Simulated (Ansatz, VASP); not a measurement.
**RbBr: VASP beside Ansatz**

INCAR

```
SYSTEM = RbBr
ALGO = Normal
EDIFF = 1E-6
EDIFFG = -0.005
ENCUT = 600
GGA = CA
IBRION = 2
ISIF = 3
ISMEAR = 0
LASPH = .True.
LCHARG = .False.
LREAL = .False.
LWAVE = .False.
NELM = 100
NSW = 100
PREC = Accurate
SIGMA = 0.02
```

File KPOINTS:

```
k-points
0
Gamma
  6 6 6
  0 0 0
```

The input POSCAR:

```
RbBr
1.0
    3.9675087118      0.0000000000      0.0000000000
    0.0000000000      3.9675087118      0.0000000000
    0.0000000000      0.0000000000      3.9675087118
Rb Br
1 1
Direct
    0.0000000000      0.0000000000      0.0000000000
    0.5000000000      0.5000000000      0.5000000000
```

Input for Ansatz:

```yaml
crystal:
  lattice:
    - [3.9675087118, 0.0, 0.0]
    - [0.0, 3.9675087118, 0.0]
    - [0.0, 0.0, 3.9675087118]
  atoms:
    - { symbol: Rb, position: [0.0, 0.0, 0.0] }
    - { symbol: Br, position: [0.5, 0.5, 0.5] }
basis:
  ecutwfc: 420
kpoints:
  mp_grid: { grid: [6, 6, 6] }
hamiltonian:
  xc: lda
scf:
  occupations: { method: gaussian, width: 0.02 }
output:
  forces: true
  stress: true
  eigenvalues: true
relax:
  adjacent_minimum: "off"
  f_tol: 0.005
  max_steps: 80
  cell: { stress_tol: 0.05 }
```

The cell comes from a database or a generator and needn't be the stable form of this composition.

Alike in both runs: task relaxation of cell and atoms; functional LDA; k mesh 6 × 6 × 6; occupations gaussian, width 0.02 eV; no spin polarisation.

|  | VASP | Ansatz |
| --- | --- | --- |
| version | VASP 6.6.1 | Ansatz 0.2.0 |
| potentials or method | VASP PAW LDA potentials, release 64 (Rb_sv, Br) | scalar-relativistic, plane waves, PAW |
| plane-wave cutoff (eV) | 600 | 420 |
| valence electrons in the cell | 16 | 16 |

Ansatz gave:

| Item | Value |
| --- | --- |
| gap on the k mesh at the Fermi level, each at its own relaxed structure (eV) | 4.11 |
| relaxed volume (Å³/atom) | 31.23 |
| relaxed cell length with the largest relative difference (Å) | 3.968 |

Problem. Estimate VASP's values.

Solution. gap on the k mesh at the Fermi level, each at its own relaxed structure (eV): 4.11; relaxed volume (Å³/atom): 31.33; relaxed cell length with the largest relative difference (Å): 3.972.

A k mesh can miss the band edges. As with any semilocal functional, this LDA gap is likely too small.
